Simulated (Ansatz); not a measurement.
Write the native input for Ansatz 0.2.0 that does the following.

- Task: relaxation of cell and atoms
- Functional: PBEsol
- Potentials or basis: Ansatz PAW
- Cutoff: 420 eV (not typed: the program's choice for these potentials)
- k mesh: 11 × 11 × 6
- Occupations: fermi-dirac, width 0.05 eV
- Spin: no spin polarisation
- Target pressure: 30 GPa
- Target pressure (GPa): 30

Crystal: TiAl.

```
Ti Al
1.0
     2.86726    0.00000    0.00000
    -1.43363    2.48312    0.00000
     0.00000    0.00000    4.67808
Ti Al
1 1
Direct
  0.00000 0.00000 0.00000
  0.33333 0.66667 0.50000
```

The cell comes from a database or a generator and needn't be the stable form of this composition.

These files were run (other wordings do the same):

input.yaml

```yaml
crystal:
  lattice:
    - [2.8672622327, 0.0, 0.0]
    - [-1.4336311163, 2.4831219328, 0.0]
    - [0.0, 0.0, 4.678083]
  atoms:
    - { symbol: Ti, position: [0.0, 0.0, 0.0] }
    - { symbol: Al, position: [0.3333333333, 0.6666666667, 0.5] }
hamiltonian:
  xc: pbesol
  pseudopotentials: { kind: paw }
kpoints:
  mp_grid: { grid: [11, 11, 6] }
scf:
  occupations: { method: fermi_dirac, width: 0.05 }
output:
  forces: true
  stress: true
  eigenvalues: true
relax:
  f_tol: 0.01
  max_steps: 40
  cell: { stress_tol: 0.05, p_target: 30.0 }
```

Potentials or basis: Ansatz PAW.

Command:

```console
$ ansatz run input.yaml --threads 2 --pin off --max-ram 5632MiB --backend cpu --events-out ev --progress --plain --runs-dir out
```

It gave:

| Quantity | Value |
| --- | --- |
| Relaxed volume | 13.38 Å³/atom |
| Relaxed cell | a = 2.651 Å, b = 2.651 Å, c = 4.399 Å, α = 90.00°, β = 90.00°, γ = 120.00° |
| Space group after relaxing (to 0.05 Å) | P-6m2 (No. 187) |
| Energy change on relaxing (the enthalpy is what falls) | +225.5 meV/atom |
| Ionic steps | 7 |
| Pressure after relaxing | 30.0 GPa |
| Band gap on the k mesh | none (metal or under the smearing width) |

Caveat: the volume moved by over 15 % at a fixed basis, so the end points are rough; the plane-wave basis is chosen anew once the cell has moved, so the energies of steps on either side of that aren't comparable; the PAW data sets come from PBE, with cores solved anew for the run's functional, which leaves a small shift of forces and pressure.

It took 11 s on 2 threads of Arm Neoverse V1, with other jobs on the host, peak memory 0.33 GiB.
